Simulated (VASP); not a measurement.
# AlN (P6_3mc) in VASP: further runs

Aim: see how the results for AlN move with the level of theory and the settings. Levels: PBE, LDA. Tasks: single point.

Everything below comes from runs of VASP 6.6.1. Logs are shortened: lines on timing, memory, paths and dates and some standing lists are left out, and cuts for length are marked.

**Measured values to compare with.**

“Self-assembly of well-separated AlN nanowires directly on sputtered metallic TiN films”, 2019, arxiv:1910.07391 quotes, for a bulk crystal of AlN at 10 K: band gap 6.034 eV (an exciton energy, a little under the gap).

The runs below are set against these values where they give the same quantity.

### 1 The structure

The structure is hexagonal, space group P6_3mc (No. 186). Conventional cell: a = 3.113 Å, b = 3.113 Å, c = 4.981 Å, α = 90.00°, β = 90.00°, γ = 120.00°. Al (site symmetry 3m) is surrounded by 4 N at 1.89 Å. N (site symmetry 3m) is surrounded by 4 Al at 1.89 Å.

### 2 Single point, PBE

Contents of INCAR:

```
SYSTEM = AlN
PREC = Accurate
ENCUT = 520
EDIFF = 1E-6
ISMEAR = 0
SIGMA = 0.05
LREAL = .FALSE.
LASPH = .TRUE.
NELM = 100
ALGO = Normal
ISIF = 2
LWAVE = .FALSE.
LCHARG = .FALSE.
GGA = PE
NBANDS = 16
```

Contents of KPOINTS:

```
Automatic mesh
0
G
  11 11 6
  0 0 0
```

Contents of POSCAR:

```
AlN
1.0
    3.1130000000      0.0000000000      0.0000000000
   -1.5565000000      2.6959370820      0.0000000000
    0.0000000000      0.0000000000      4.9810000000
Al N
2 2
Direct
    0.6666666667      0.3333333333      0.5000000000
    0.3333333333      0.6666666667      0.0000000000
    0.6666666667      0.3333333333      0.8800000000
    0.3333333333      0.6666666667      0.3800000000
```

Potentials or basis: VASP PAW PBE potentials, release 64 (Al, N).

Started as:

```console
$ cat potpaw_PBE.64/Al/POTCAR potpaw_PBE.64/N/POTCAR > POTCAR
$ mpirun -np 1 vasp_std > vasp.out
```

OUTCAR:

```text
SYSTEM = AlN
   PREC = Accurate
   ENCUT = 520
   EDIFF = 1E-6
   ISMEAR = 0
   LREAL = .FALSE.
   LASPH = .TRUE.
   NELM = 100
   ISIF = 2
   GGA = PE

 ion  position               nearest neighbor table
   1  0.667  0.333  0.500-   3 1.89   4 1.89   4 1.89   4 1.89   2 3.07   2 3.07   2 3.07   2 3.07
                             2 3.07   2 3.07
   2  0.333  0.667  0.000-   4 1.89   3 1.89   3 1.89   3 1.89   1 3.07   1 3.07   1 3.07   1 3.07
                             1 3.07   1 3.07
   3  0.667  0.333  0.880-   1 1.89   2 1.89   2 1.89   2 1.89
   4  0.333  0.667  0.380-   2 1.89   1 1.89   1 1.89   1 1.89

  LATTYP: Found a hexagonal cell.
 ALAT       =     3.1130000000
 C/A-ratio  =     1.6000642467

  Lattice vectors:

 A1 = (   3.1130000000,   0.0000000000,   0.0000000000)
 A2 = (  -1.5565000000,   2.6959370820,   0.0000000000)
 A3 = (   0.0000000000,   0.0000000000,   4.9810000000)

Analysis of symmetry for initial positions (statically):
=====================================================================
 Subroutine PRICEL returns:
 Original cell was already a primitive cell.

 Routine SETGRP: Setting up the symmetry group for a
 hexagonal supercell.

 Subroutine GETGRP returns: Found 12 space group operations
 (whereof  6 operations were pure point group operations)
 out of a pool of 24 trial point group operations.

The static configuration has the point symmetry C_3v.
 The point group associated with its full space group is C_6v.

Analysis of symmetry for dynamics (positions and initial velocities):
=====================================================================
 Subroutine PRICEL returns:
 Original cell was already a primitive cell.

 Routine SETGRP: Setting up the symmetry group for a
 hexagonal supercell.

 Subroutine GETGRP returns: Found 12 space group operations
 (whereof  6 operations were pure point group operations)
 out of a pool of 24 trial point group operations.

The dynamic configuration has the point symmetry C_3v.
 The point group associated with its full space group is C_6v.

 Subroutine INISYM returns: Found 12 space group operations
 (whereof  6 operations are pure point group operations),
 and found     1 'primitive' translations

----------------------------------------------------------------------------------------

                                     Primitive cell

  volume of cell :      41.8028

  direct lattice vectors                    reciprocal lattice vectors
     3.113000000  0.000000000  0.000000000     0.321233537  0.185464269  0.000000000
    -1.556500000  2.695937082  0.000000000     0.000000000  0.370928538  0.000000000
     0.000000000  0.000000000  4.981000000     0.000000000  0.000000000  0.200762899

  length of vectors
     3.113000000  3.113000000  4.981000000     0.370928538  0.370928538  0.200762899

  position of ions in fractional coordinates (direct lattice)
     0.666666667  0.333333333  0.500000000
     0.333333333  0.666666667  0.000000000
     0.666666667  0.333333333  0.880000000
     0.333333333  0.666666667  0.380000000

  ion indices of the primitive-cell ions
   primitive index   ion index
                 1           1
                 2           2
                 3           3
                 4           4

----------------------------------------------------------------------------------------

 KPOINTS: Automatic mesh

Automatic generation of k-mesh.
 Grid dimensions read from file:
 generate k-points for:   11   11    6

 Generating k-lattice:

  Cartesian coordinates                     Fractional coordinates (reciprocal lattice)
     0.029203049  0.016860388  0.000000000     0.090909091  0.000000000  0.000000000
     0.000000000  0.033720776  0.000000000     0.000000000  0.090909091  0.000000000
     0.000000000  0.000000000  0.033460483     0.000000000  0.000000000  0.166666667

  Length of vectors
     0.033720776  0.033720776  0.033460483

  Shift w.r.t. Gamma in fractional coordinates (k-lattice)
     0.000000000  0.000000000  0.000000000

 Subroutine IBZKPT returns following result:
 ===========================================

 Found     64 irreducible k-points:

 Following reciprocal coordinates:
            Coordinates               Weight
  0.000000  0.000000  0.000000      1.000000
  0.090909  0.000000  0.000000      6.000000
  0.181818  0.000000  0.000000      6.000000
  0.272727  0.000000  0.000000      6.000000
  0.363636  0.000000  0.000000      6.000000
  0.454545  0.000000  0.000000      6.000000
[... 16 lines left out ...]
  0.090909  0.090909  0.166667     12.000000
  0.181818  0.090909  0.166667     24.000000
 [... further k-points ...]
   k-points           NKPTS =     64   k-points in BZ     NKDIM =     64   number of bands    NBANDS=     16
   number of dos      NEDOS =    301   number of ions     NIONS =      4
   total plane-waves  NPLWV =  23040
   dimension x,y,z NGX =    24 NGY =   24 NGZ =   40
   dimension x,y,z NGXF=    48 NGYF=   48 NGZF=   80
   ions per type =               2   2
   NGX,Y,Z   is equivalent  to a cutoff of  12.82, 12.82, 13.35 a.u.
   NGXF,Y,Z  is equivalent  to a cutoff of  25.63, 25.63, 26.70 a.u.
 SYSTEM =  AlN
   PREC   = accura    normal or accurate (medium, high low for compatibility)
   ISTART =      0    job   : 0-new  1-cont  2-samecut
   ICHARG =      2    charge: 1-file 2-atom 10-const
   ISPIN  =      1    spin polarized calculation?
   LNONCOLLINEAR =      F non collinear calculations
   LSORBIT =      F    spin-orbit coupling
   LASPH  =      T    aspherical Exc in radial PAW
   ENCUT  =  520.0 eV  38.22 Ry    6.18 a.u.   5.79  5.79  9.26*2*pi/ulx,y,z
   NELM   =    100;   NELMIN=  2; NELMDL= -5     # of ELM steps
   EDIFF  = 0.1E-05   stopping-criterion for ELM
   LREAL  =      F    real-space projection
   EDIFFG = 0.1E-04   stopping-criterion for IOM
   NSW    =      0    number of steps for IOM
   IBRION =     -1    ionic relax: 0-MD 1-quasi-New 2-CG
   NFREE  =      0    steps in history (QN), initial steepest desc. (CG)
   ISIF   =      2    stress and relaxation
   ISYM   =      2    0-nonsym 1-usesym 2-fastsym
   POTIM  = 0.5000    time-step for ionic-motion
   TEBEG  =    0.0;   TEEND  =   0.0 temperature during run
   PSTRESS=    0.0 pullay stress
   NELECT =      16.0000    total number of electrons
   NUPDOWN=      -1.0000    fix difference up-down
   EMIN   =  10.00;   EMAX   =-10.00  energy-range for DOS
   EFERMI =   0.00;   METHOD = LEGACY
   ISMEAR =     0;   SIGMA  =   0.05  broadening in eV -4-tet -1-fermi 0-gaus
   EFERMI_NEDOS =   21; number of points for ismear=-14 and -15
   IALGO  =     38    algorithm
   IMIX   =      4    mixing-type and parameters
     AMIX     =   0.40;   BMIX     =  1.00
     AMIX_MAG =   1.60;   BMIX_MAG =  1.00
  volume/ion in A,a.u.               =      10.45        70.52
  Fermi-wavevector in a.u.,A,eV,Ry     =   1.188629  2.246183 19.222843  1.412839
  Thomas-Fermi vector in A             =   2.324754
   LORBIT       =      0    0 simple, 1 ext, 2 COOP (PROOUT), +10 PAW based schemes
   GGA     = PE    functional components
   LHFCALC =     F    Hartree Fock is set to
   AEXX    =    0.0000 exact exchange contribution
   IVDW    =     0    specifies the selected vdW correction
   LEPSILON=     F    determine dielectric tensor
   LRPA    =     F    only Hartree local field effects (RPA)
 non-spin polarized calculation
 Gauss-broadening in eV      SIGMA  =   0.05
  energy-cutoff  :      520.00
  volume of cell :       41.80
 maximum number of plane-waves:      1138
 NGX is ok and might be reduce to    24
   NGX = 11   NGY = 11   NGZ = 19

 number of electron      15.9999997 magnetization

 Free energy of the ion-electron system (eV)
  ---------------------------------------------------
  ext. energy  EPLUGINS =         0.00000000
  ---------------------------------------------------
  free energy    TOTEN  =       -29.77128205 eV

  energy without entropy =      -29.77128205  energy(sigma->0) =      -29.77128205

 E-fermi :   6.3852     XC(G=0): -10.9068

 val. band max:        6.1213363603   @ k =   0.0000   0.0000   0.0000
 cond. band min:      10.3450063059   @ k =   0.0000   0.0000   0.0000
 fundamental gap:      4.2236699456
 Fermi energy:         6.3852057500

 k-point     1 :       0.0000    0.0000    0.0000
  band No.  band energies     occupation
      1      -9.0374      2.00000
      2      -6.8891      2.00000
      3       0.1487      2.00000
      4       5.2898      2.00000
      5       5.2898      2.00000
      6       5.9418      2.00000
[... 8 lines left out ...]
     15      19.2858      0.00000
     16      19.2858      0.00000

 k-point     2 :       0.0909    0.0000    0.0000
  band No.  band energies     occupation
      1      -8.9323      2.00000
      2      -6.8298      2.00000
      3       0.2738      2.00000
      4       4.8035      2.00000
      5       5.1522      2.00000
      6       5.4591      2.00000
[... 8 lines left out ...]
     15      19.3101      0.00000
     16      19.3451      0.00000

 k-point     3 :       0.1818    0.0000    0.0000
  band No.  band energies     occupation
      1      -8.6281      2.00000
      2      -6.6714      2.00000
      3       0.6411      2.00000
      4       3.6590      2.00000
      5       4.4777      2.00000
      6       4.8403      2.00000
[... 8 lines left out ...]
     15      18.4402      0.00000
     16      18.8482      0.00000
[... 362 lines left out ...]
 k-point    23 :       0.0909    0.0909    0.1667
  band No.  band energies     occupation
      1      -8.6256      2.00000
      2      -6.9077      2.00000
      3       0.8295      2.00000
      4       4.2464      2.00000
      5       4.2824      2.00000
      6       5.0654      2.00000
[... 8 lines left out ...]
     15      18.6819      0.00000
     16      19.3931      0.00000

 k-point    24 :       0.1818    0.0909    0.1667
  band No.  band energies     occupation
      1      -8.2460      2.00000
      2      -6.6999      2.00000
      3       1.1790      2.00000
      4       3.1245      2.00000
      5       3.5242      2.00000
      6       4.6390      2.00000
[... 8 lines left out ...]
     15      18.5630      0.00000
     16      19.6376      0.00000

 [... further k-points ...]

------------------------ aborting loop because EDIFF is reached ----------------------------------------

  FORCE on cell =-STRESS in cart. coord.  units (eV):
  Direction    XX          YY          ZZ          XY          YZ          ZX
  --------------------------------------------------------------------------------------
  -------------------------------------------------------------------------------------
  Total        0.7605244      0.7605244      1.1933398      0.0000000      0.0000000      0.0000000
  in kB       29.1486403     29.1486403     45.7371691      0.0000000      0.0000000      0.0000000
  external PRESSURE =      34.6781499 kB  Pullay stress =       0.0000000 kB

 VOLUME and BASIS-vectors are now :
 -----------------------------------------------------------------------------
  energy-cutoff  :      520.00
  volume of cell :       41.80
      direct lattice vectors                 reciprocal lattice vectors
     3.113000000  0.000000000  0.000000000     0.321233537  0.185464269  0.000000000
    -1.556500000  2.695937082  0.000000000     0.000000000  0.370928538  0.000000000
     0.000000000  0.000000000  4.981000000     0.000000000  0.000000000  0.200762899

 POSITION                                       TOTAL-FORCE (eV/Angst)
 -----------------------------------------------------------------------------------
      1.55650      0.89865      2.49050         0.000000      0.000000     -0.128897
     -0.00000      1.79729      0.00000        -0.000000     -0.000000     -0.128897
      1.55650      0.89865      4.38328        -0.000000      0.000000      0.128897
     -0.00000      1.79729      1.89278         0.000000     -0.000000      0.128897
 -----------------------------------------------------------------------------------
    total drift:                               -0.000000     -0.000000      0.000429

  FREE ENERGIE OF THE ION-ELECTRON SYSTEM (eV)
  ---------------------------------------------------
  free  energy   TOTEN  =       -29.7712820501 eV

  energy  without entropy=      -29.7712820501  energy(sigma->0) =      -29.77128205
```

It took 16 s on 1 thread of Intel Xeon Platinum 8488C (Sapphire Rapids), shared host; peak memory 0.17 GiB.

What came out:

- Free energy: -29.7713 eV
- Pressure: 3.5 GPa
- Largest force: 0.129 eV/Å
- Band gap on the k mesh: 4.22 eV, direct

Forces on the atoms (eV/Å):
```
Al   0.000  0.000 -0.129
Al   0.000  0.000 -0.129
N    0.000  0.000  0.129
N    0.000  0.000  0.129
```

Stress tensor (GPa, compression positive):
```
2.91 0.00 0.00
0.00 2.91 0.00
0.00 0.00 4.57
```

Caveat: an odd mesh through Γ misses points on the zone boundary, where band edges often lie.

### 3 Single point, LDA

Contents of INCAR:

```
SYSTEM = AlN
PREC     = Accurate       ! precision mode
ENCUT    = 520            ! plane-wave cutoff, eV
EDIFF    = 1E-6           ! SCF threshold, eV
ISMEAR   = 1              ! smearing method
SIGMA    = 0.05           ! smearing width, eV
LREAL    = .False.        ! projectors in reciprocal space
LASPH    = .True.         ! aspherical terms in the spheres
NELM     = 100            ! most SCF steps
ALGO     = Normal         ! electronic algorithm
ISIF     = 2              ! what is computed and relaxed
LWAVE    = .False.        ! write WAVECAR
LCHARG   = .False.        ! write CHGCAR
NBANDS   = 16             ! bands
```

Contents of KPOINTS:

```
regular mesh
0
Gamma
  8 8 5
  0 0 0
```

POSCAR is that of step 2.

Potentials or basis: VASP PAW LDA potentials, release 64 (Al, N).

Started as:

```console
$ cat potpaw_LDA.64/Al/POTCAR potpaw_LDA.64/N/POTCAR > POTCAR
$ mpirun -np 1 vasp_std > vasp.out
```

Run time: 6.9 s. Hardware: 1 thread of Intel Xeon Platinum 8488C (Sapphire Rapids), shared host; peak memory 0.14 GiB.

Results (log left out):

- Free energy: -32.8297 eV
- Pressure: -4.1 GPa
- Largest force: 0.119 eV/Å
- Band gap on the k mesh: 4.25 eV, direct

Forces in eV/Å, atoms in the order of the input:
```
Al   0.000  0.000 -0.119
Al   0.000  0.000 -0.119
N    0.000  0.000  0.119
N    0.000  0.000  0.119
```

Stress tensor (GPa, compression positive):
```
-4.69  0.00  0.00
 0.00 -4.69  0.00
 0.00  0.00 -2.98
```

Levels at points of the mesh, in eV from the valence-band top:
| k point | band 4 | band 5 | band 6 | band 7 | band 8 | band 9 | band 10 | band 11 | band 12 | band 13 |
| --- | --- | --- | --- | --- | --- | --- | --- | --- | --- | --- |
| (0.00, 0.00, 0.00) | -0.84 | -0.84 | -0.18 | -0.18 | 0.00 | 4.25 | 6.55 | 10.48 | 10.96 | 10.96 |
| (0.50, 0.00, 0.00) | -4.16 | -3.36 | -2.08 | -1.80 | -0.66 | 5.67 | 5.69 | 8.10 | 10.16 | 10.73 |

### 4 How close it comes

Step 2. The gap isn't set beside the deposited one, since this odd mesh misses points on the zone boundary.

Step 3. Measured gap of AlN: 6.034 eV (an exciton energy, a little under the gap; 10 K; quoted in “Self-assembly of well-separated AlN nanowires directly on sputtered metallic TiN films”, 2019, arxiv:1910.07391). This calculation gives 4.25 eV (-1.79 eV). 2 values of this kind are on record (6.034 to 6.0343 eV); this one was drawn at random. The value is that of LDA, without temperature or zero-point motion. Semilocal functionals fall short of measured gaps as a rule.
